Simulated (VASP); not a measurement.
# CoO (Fm-3m) in VASP: further runs, part 2 of 2

VASP 6.6.1. Earlier steps stand in the parts before.

## (4) Band structure, PBE+U, collinear spin, ferromagnetic start

This run uses another cell than the first one, of 9.57 Å³/atom, 0.988 times its volume.

INCAR

```
SYSTEM = CoO
PREC = Accurate
ENCUT = 520
EDIFF = 1E-7
ISMEAR = 0
SIGMA = 0.02
LREAL = .FALSE.
LASPH = .TRUE.
NELM = 150
ALGO = Normal
ISIF = 2
LWAVE = .FALSE.
LCHARG = .FALSE.
ISPIN = 2
MAGMOM = 3 0
LORBIT = 11
LMAXMIX = 4
LDAU = .TRUE.
LDAUTYPE = 2
LDAUL = 2 -1
LDAUU = 3.3 0
LDAUJ = 0 0
LDAUPRINT = 1
GGA = PE
```

KPOINTS

```
Automatic mesh
0
G
  12 12 12
  0 0 0
```

POSCAR

```
CoO                                     
1.0
    0.0000000000      2.1229092923      2.1229092923
    2.1229092923      0.0000000000      2.1229092923
    2.1229092923      2.1229092923      0.0000000000
  Co              O             
     1     1
Direct
     0.0000000000000000    0.0000000000000000    0.0000000000000000
     0.5000000000000000    0.5000000000000000    0.5000000000000000
```

KPOINTS_OPT

```
path GXWKGLUWLK,UX
15
line-mode
reciprocal
 0.0000000000  0.0000000000  0.0000000000  G
 0.5000000000  0.0000000000  0.5000000000  X

 0.5000000000  0.0000000000  0.5000000000  X
 0.5000000000  0.2500000000  0.7500000000  W

 0.5000000000  0.2500000000  0.7500000000  W
 0.3750000000  0.3750000000  0.7500000000  K

 0.3750000000  0.3750000000  0.7500000000  K
 0.0000000000  0.0000000000  0.0000000000  G

 0.0000000000  0.0000000000  0.0000000000  G
 0.5000000000  0.5000000000  0.5000000000  L

 0.5000000000  0.5000000000  0.5000000000  L
 0.6250000000  0.2500000000  0.6250000000  U

 0.6250000000  0.2500000000  0.6250000000  U
 0.5000000000  0.2500000000  0.7500000000  W

 0.5000000000  0.2500000000  0.7500000000  W
 0.5000000000  0.5000000000  0.5000000000  L

 0.5000000000  0.5000000000  0.5000000000  L
 0.3750000000  0.3750000000  0.7500000000  K

 0.6250000000  0.2500000000  0.6250000000  U
 0.5000000000  0.0000000000  0.5000000000  X
```

Potentials or basis: VASP PAW PBE potentials, release 64 (Co, O).

Command:

```bash
$ cat potpaw_PBE.64/Co/POTCAR potpaw_PBE.64/O/POTCAR > POTCAR
$ mpirun -np 1 vasp_std > vasp.out
```

OUTCAR:

```text
SYSTEM = CoO
   PREC = Accurate
   ENCUT = 520
   EDIFF = 1E-7
   ISMEAR = 0
   LREAL = .FALSE.
   LASPH = .TRUE.
   NELM = 150
   ISIF = 2
   ISPIN = 2
   LORBIT = 11
   GGA = PE

 ion  position               nearest neighbor table
   1  0.000  0.000  0.000-   2 2.12   2 2.12   2 2.12   2 2.12   2 2.12   2 2.12
   2  0.500  0.500  0.500-   1 2.12   1 2.12   1 2.12   1 2.12   1 2.12   1 2.12

  LATTYP: Found a face centered cubic cell.
 ALAT       =     4.2458185846

  Lattice vectors:

 A1 = (   0.0000000000,   2.1229092923,   2.1229092923)
 A2 = (   2.1229092923,   0.0000000000,   2.1229092923)
 A3 = (   2.1229092923,   2.1229092923,   0.0000000000)

Analysis of symmetry for initial positions (statically):
=====================================================================
 Subroutine PRICEL returns:
 Original cell was already a primitive cell.

 Routine SETGRP: Setting up the symmetry group for a
 face centered cubic supercell.

 Subroutine GETGRP returns: Found 48 space group operations
 (whereof 48 operations were pure point group operations)
 out of a pool of 48 trial point group operations.

The static configuration has the point symmetry O_h .

Analysis of symmetry for dynamics (positions and initial velocities):
=====================================================================
 Subroutine PRICEL returns:
 Original cell was already a primitive cell.

 Routine SETGRP: Setting up the symmetry group for a
 face centered cubic supercell.

 Subroutine GETGRP returns: Found 48 space group operations
 (whereof 48 operations were pure point group operations)
 out of a pool of 48 trial point group operations.

The dynamic configuration has the point symmetry O_h .

Analysis of structural, dynamic, and magnetic symmetry:
=====================================================================
 Subroutine PRICEL returns:
 Original cell was already a primitive cell.

 Routine SETGRP: Setting up the symmetry group for a
 face centered cubic supercell.

 Subroutine GETGRP returns: Found 48 space group operations
[... 187 lines left out ...]

  energy without entropy =      -11.29967114  energy(sigma->0) =      -11.30016074

 E-fermi :   7.5223     XC(G=0): -12.4455

 val. band max:        7.5184786198   @ k =  -0.2500   0.2500   0.0833
 cond. band min:       7.5253695965   @ k =   0.4167   0.1667   0.0833
 fundamental gap:      0.0068909767
 Fermi energy:         7.5222552325

 spin component 1

 k-point     1 :       0.0000    0.0000    0.0000
  band No.  band energies     occupation
      1     -12.0716      1.00000
      2       2.8976      1.00000
      3       2.8976      1.00000
      4       3.3411      1.00000
      5       3.3411      1.00000
      6       3.3411      1.00000
      7       5.0778      1.00000
      8       5.0778      1.00000
      9       5.0778      1.00000
     10       9.1585      0.00000
     11      24.9905      0.00000
     12      25.3273      0.00000
[... 745 lines left out ...]
      2       0.8596      1.00000
      3       3.2406      1.00000
      4       3.7956      1.00000
      5       7.3268      1.00000
      6       7.3365      1.00000
      7       7.6552      0.00000
      8      10.7860      0.00000
      9      11.5316      0.00000
     10      15.0311      0.00000
     11      18.0283      0.00000
     12      20.2648      0.00000
     13      22.7674      0.00000

 [... further k-points ...]

------------------------ aborting loop because EDIFF is reached ----------------------------------------

  FORCE on cell =-STRESS in cart. coord.  units (eV):
  Direction    XX          YY          ZZ          XY          YZ          ZX
  --------------------------------------------------------------------------------------
  -------------------------------------------------------------------------------------
  Total       -0.0032680     -0.0032680     -0.0032680     -0.0000000      0.0000000      0.0000000
  in kB       -0.2736370     -0.2736370     -0.2736370     -0.0000000      0.0000000      0.0000000
  external PRESSURE =      -0.2736370 kB  Pullay stress =       0.0000000 kB

 VOLUME and BASIS-vectors are now :
 -----------------------------------------------------------------------------
  energy-cutoff  :      520.00
  volume of cell :       19.13
      direct lattice vectors                 reciprocal lattice vectors
     0.000000000  2.122909292  2.122909292    -0.235525843  0.235525843  0.235525843
     2.122909292  0.000000000  2.122909292     0.235525843 -0.235525843  0.235525843
     2.122909292  2.122909292  0.000000000     0.235525843  0.235525843 -0.235525843

 POSITION                                       TOTAL-FORCE (eV/Angst)
 -----------------------------------------------------------------------------------
      0.00000      0.00000      0.00000        -0.000000     -0.000000     -0.000000
      2.12291      2.12291      2.12291         0.000000      0.000000      0.000000
 -----------------------------------------------------------------------------------
    total drift:                                0.000000     -0.000000     -0.000000

  FREE ENERGIE OF THE ION-ELECTRON SYSTEM (eV)
  ---------------------------------------------------
  free  energy   TOTEN  =       -11.3006503279 eV

  energy  without entropy=      -11.2996711442  energy(sigma->0) =      -11.30016074

 total charge

# of ion       s       p       d       tot
------------------------------------------
    1        0.300   0.369   7.146   7.815
    2        1.552   3.452   0.000   5.005
--------------------------------------------------
tot          1.852   3.821   7.146  12.820

 magnetization (x)

# of ion       s       p       d       tot
------------------------------------------
    1        0.021   0.018   2.690   2.729
    2        0.024   0.236   0.000   0.259
--------------------------------------------------
tot          0.045   0.254   2.690   2.988
```

OSZICAR:

```text
N       E                     dE             d eps       ncg     rms          rms(c)
DAV:   1     0.851840836979E+02    0.85184E+02   -0.75959E+03  3840   0.141E+03
DAV:   2    -0.773704242841E+01   -0.92921E+02   -0.81256E+02  4079   0.267E+02
DAV:   3    -0.133285082864E+02   -0.55915E+01   -0.54992E+01  4189   0.781E+01
[... 35 lines left out ...]
DAV:   9     0.209888841354E+04   -0.39836E-07     2067
       N       E                     dE             ncg
DAV:   1     0.455754682867E+05   -0.36177E+04      312
DAV:   2     0.450847104503E+05   -0.49076E+03      357
DAV:   3     0.450574873001E+05   -0.27223E+02      312
DAV:   4     0.450570292060E+05   -0.45809E+00      404
DAV:   5     0.450570181170E+05   -0.11089E-01      335
DAV:   6     0.450570175512E+05   -0.56584E-03      500
DAV:   7     0.450570175496E+05   -0.15916E-05      293
DAV:   8     0.450570175496E+05   -0.11656E-07      291
```

Wall time 51 s (1 thread of Intel Xeon Platinum 8488C (Sapphire Rapids), shared host); peak memory 0.18 GiB.

What came out:

```yaml
Free_energy: -11.3007 eV
Pressure: 0.0 GPa
Band_gap_along_the_path: none (metal or under the smearing width)
Net_moment: 3.00 μB per cell
Site_moments: Co +2.73; O +0.26 μB
Valence_electrons_inside_the_program's_atomic_spheres: Co 7.82; O 5.00
```

Levels at the corners of the path, in eV from the Fermi level:
Spin up:
| point | band 6 | band 7 | band 8 | band 9 | band 10 | band 11 | band 12 | band 13 |
| --- | --- | --- | --- | --- | --- | --- | --- | --- |
| Γ | -4.18 | -2.44 | -2.44 | -2.44 | 1.64 | 17.47 | 17.81 | 17.81 |
| X | -3.69 | -3.69 | -3.25 | -3.25 | 6.41 | 10.54 | 11.45 | 16.44 |
| X | -3.69 | -3.69 | -3.25 | -3.25 | 6.41 | 10.54 | 11.45 | 16.44 |
| W | -3.25 | -3.02 | -3.02 | -1.89 | 8.69 | 10.48 | 10.48 | 13.31 |
| W | -3.25 | -3.02 | -3.02 | -1.89 | 8.69 | 10.48 | 10.48 | 13.31 |
| K | -3.36 | -2.89 | -2.80 | -1.68 | 8.01 | 10.05 | 10.43 | 15.72 |
| K | -3.36 | -2.89 | -2.80 | -1.68 | 8.01 | 10.05 | 10.43 | 15.72 |
| Γ | -4.18 | -2.44 | -2.44 | -2.44 | 1.64 | 17.47 | 17.81 | 17.81 |
| Γ | -4.18 | -2.44 | -2.44 | -2.44 | 1.64 | 17.47 | 17.81 | 17.81 |
| L | -3.54 | -2.63 | -0.14 | -0.14 | 5.66 | 9.99 | 14.02 | 14.02 |
| L | -3.54 | -2.63 | -0.14 | -0.14 | 5.66 | 9.99 | 14.02 | 14.02 |
| U | -3.36 | -2.89 | -2.80 | -1.68 | 8.01 | 10.05 | 10.43 | 15.72 |
| U | -3.36 | -2.89 | -2.80 | -1.68 | 8.01 | 10.05 | 10.43 | 15.72 |
| W | -3.25 | -3.02 | -3.02 | -1.89 | 8.69 | 10.48 | 10.48 | 13.31 |
| W | -3.25 | -3.02 | -3.02 | -1.89 | 8.69 | 10.48 | 10.48 | 13.31 |
| L | -3.54 | -2.63 | -0.14 | -0.14 | 5.66 | 9.99 | 14.02 | 14.02 |
| L | -3.54 | -2.63 | -0.14 | -0.14 | 5.66 | 9.99 | 14.02 | 14.02 |
| K | -3.36 | -2.89 | -2.80 | -1.68 | 8.01 | 10.05 | 10.43 | 15.72 |
| U | -3.36 | -2.89 | -2.80 | -1.68 | 8.01 | 10.05 | 10.43 | 15.72 |
| X | -3.69 | -3.69 | -3.25 | -3.25 | 6.41 | 10.54 | 11.45 | 16.44 |
Spin down:
```tsv
point	band 4	band 5	band 6	band 7	band 8	band 9
Γ	-1.95	-1.15	-1.15	-1.15	1.73	1.73
X	-3.23	-2.23	0.05	0.05	2.23	2.65
X	-3.23	-2.23	0.05	0.05	2.23	2.65
W	-4.26	-0.36	-0.36	0.05	2.56	3.17
W	-4.26	-0.36	-0.36	0.05	2.56	3.17
K	-3.53	-0.94	-0.10	0.12	2.76	3.16
K	-3.53	-0.94	-0.10	0.12	2.76	3.16
Γ	-1.95	-1.15	-1.15	-1.15	1.73	1.73
Γ	-1.95	-1.15	-1.15	-1.15	1.73	1.73
L	-3.80	-0.11	-0.11	0.21	4.16	4.16
L	-3.80	-0.11	-0.11	0.21	4.16	4.16
U	-3.53	-0.94	-0.10	0.12	2.76	3.16
U	-3.53	-0.94	-0.10	0.12	2.76	3.16
W	-4.26	-0.36	-0.36	0.05	2.56	3.17
W	-4.26	-0.36	-0.36	0.05	2.56	3.17
L	-3.80	-0.11	-0.11	0.21	4.16	4.16
L	-3.80	-0.11	-0.11	0.21	4.16	4.16
K	-3.53	-0.94	-0.10	0.12	2.76	3.16
U	-3.53	-0.94	-0.10	0.12	2.76	3.16
X	-3.23	-2.23	0.05	0.05	2.23	2.65
```

Eigenvalues of the final occupation matrices:
```tsv
site	spin	trace	eigenvalues
site 1 d	1	4.93	0.97 0.97 0.97 1.01 1.01
site 1 d	2	2.24	0.14 0.14 0.65 0.65 0.65
```

Caveat: a cell with one magnetic atom can't hold antiferromagnetic order, which such compounds often take.
